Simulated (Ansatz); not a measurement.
The elements of this relaxed crystal are hidden behind letters.

```
lattice vectors (Å)
   0.0000    3.0187    3.0187
   3.0187    0.0000    3.0187
   3.0187    3.0187    0.0000
fractional positions
X 0.7500 0.7500 0.7500
X 0.2500 0.2500 0.2500
X 0.5000 0.5000 0.5000
Z 0.0000 0.0000 0.0000
```

Level of theory: DFT PBE, scalar-relativistic, plane waves, PAW in Ansatz. Cutoff 420 eV, Γ-centred 14×14×14 mesh (4-atom cell), Gaussian smearing of 0.10 eV, collinear spin.

* Space group: Fm-3m (No. 225)
* Conventional cell: a = 6.037 Å
* Volume per atom: 13.75 Å³
* Density: 8.56 g/cm³
* Formation energy: +0.18 eV/atom
* Gap on the 14×14×14 mesh of the 4-atom cell: 0 eV (a metal)
* Net moment per atom: 0.25 μB

Energies are uncorrected and count from the elements' standard states at the same level.

Question: X is a d-block element of period 4 and Z is a p-block element of period 5. Which elements are they?

Answer: X = Mn, Z = Sn, so the formula is Mn3Sn, here in the BiF3 (D0_3) type. Density times volume gives a mean mass of 8.56 × 13.75/1.6605 = 70.9 u per atom, and this set has 70.9 u. Around Mn on a site of symmetry -43m lie 4 Mn at 2.61 Å, 4 Sn at 2.61 Å and 6 Mn at 3.02 Å; around Mn on a site of symmetry m-3m lie 8 Mn at 2.61 Å and 6 Sn at 3.02 Å; Sn is surrounded by 8 Mn at 2.61 Å and 6 Mn at 3.02 Å. Other sets within the hints have nearly the same mass, so mass alone doesn't settle it; this one was computed.

Another magnetic order may lie lower. A structure relaxed within its symmetry needn't be a true minimum.
